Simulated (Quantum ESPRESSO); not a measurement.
Runs of Quantum ESPRESSO 7.5 on InP. It takes space group F-43m (No. 216, cubic). Conventional cell: a = 5.861 Å, b = 5.861 Å, c = 5.861 Å, α = 90.00°, β = 90.00°, γ = 90.00°. In (site symmetry -43m) is surrounded by 4 P at 2.54 Å. P (site symmetry -43m) is surrounded by 4 In at 2.54 Å. 

| level | potentials or basis | spin | cell | gap on the mesh (eV) |
| --- | --- | --- | --- | --- |
| PBE | PseudoDojo 0.4.1 SR PBE standard | off | volume scaled by 0.88 | 1.40 |
| PBE | PseudoDojo 0.4.1 SR PBE standard | off | volume scaled by 0.96 | 0.93 |
| PBE | PseudoDojo 0.4.1 SR PBE standard | off | as given | (c) |
| PBE | PseudoDojo 0.4.1 SR PBE standard | off | volume scaled by 1.08 | 0.29 |
| PBE | PseudoDojo 0.4.1 SR PBE standard | off | volume scaled by 1.04 | (a) |
| PBE | PseudoDojo 0.4.1 SR PBE standard | off | volume scaled by 0.92 | 1.17 |
| PBEsol | PseudoDojo 0.4.1 SR PBEsol standard | off | as given | 0.61 |
| PBEsol | PseudoDojo 0.4 FR PBEsol standard | non-collinear, zero start, SOC | as given | (b) |

Alike in all rows: task single point; k mesh 4 × 4 × 4; cutoff (eV) 952; smearing fixed; the mesh is coarse, so values aren't converged.

Q: Estimate the missing entries.

A: (a) 0.50; (b) 0.59; (c) 0.71.

Caveats: all runs use coarse meshes; spin-orbit coupling is left out, which moves the levels of the heavy elements (some runs).

A k mesh can miss the band edges, and rows without SOC leave out spin-orbit coupling on In.
